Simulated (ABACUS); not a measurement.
Runs of ABACUS 3.10.1 on GaP. It takes space group F-43m (No. 216, cubic). The conventional cell has a = 5.451 Å, b = 5.451 Å, c = 5.451 Å, α = 90.00°, β = 90.00°, γ = 90.00°. Around Ga (site symmetry -43m) lie 4 P at 2.36 Å. P (site symmetry -43m) has 4 Ga at 2.36 Å as nearest neighbours. 

```csv
task,level,potentials or basis,k mesh,cutoff (eV),radial cutoff of the potentials (pseudo_rcut),SCF threshold on the density,eigensolver,symmetry key,threshold of the eigensolver,mesh quality,gap on the mesh (eV),pressure (GPa),V0 of scaled cells (Å³/atom),B0 (GPa)
single point,BP86,"PseudoDojo NC SR 0.5 PBE standard, plane waves",6 × 6 × 6,1102,10 bohr,1e-08,dav,1,-,not flagged,(b),3.2,-,-
equation of state,r2SCAN,"SG15 ONCV 1.2 PBE, plane waves",5 × 5 × 5,1279,7 bohr,1e-08,dav,1,-,coarse,-,-,19.90,(c)
equation of state,PBE,"PseudoDojo NC SR 0.4.1 PBE standard, plane waves",8 × 8 × 8,1102,10 bohr,1e-08,dav,1,-,not flagged,-,-,20.89,77
single point,PBE,"SPMS ONCV 1.0 PBE, plane waves",6 × 6 × 6,1102,10 bohr,1e-08,dav,1,-,not flagged,1.65,2.7,-,-
single point,revPBE,"PseudoDojo NC SR 0.5 PBE standard, plane waves",6 × 6 × 6,1102,10 bohr,1e-08,dav,1,-,not flagged,1.73,(a),-,-
equation of state,PBE,"SPMS ONCV 1.0 PBE, plane waves",6 × 6 × 6,1102,10 bohr,1e-08,dav,1,-,not flagged,-,-,20.92,77
single point,PBEsol,"PseudoDojo NC SR 0.4 PBEsol stringent, DZP LCAO (the cutoffs set its grid)",7 × 7 × 7,1551,7 bohr,1e-07,genelpa,1,-,not flagged,1.49,0.7,-,-
```

Alike in all rows: no spin polarisation; cell as given; smearing fermi-dirac 0.05 eV.

**Question.** Fill in the values left out.

**Answer.** (a) 4.2; (b) 1.64; (c) 94.

Caveats: some runs use coarse meshes; the potentials were made for another functional, which shifts forces and pressure (some runs); the atomic orbitals were generated for these runs and aren't a published set (some runs); an odd mesh through Γ misses points on the zone boundary, where band edges often lie (some runs); the basis of atomic orbitals isn't converged, which shifts pressures, moduli and gaps (some runs).

A k mesh can miss the band edges, and the runs leave out spin-orbit coupling on Ga.

Not every run made on this cell is shown here.
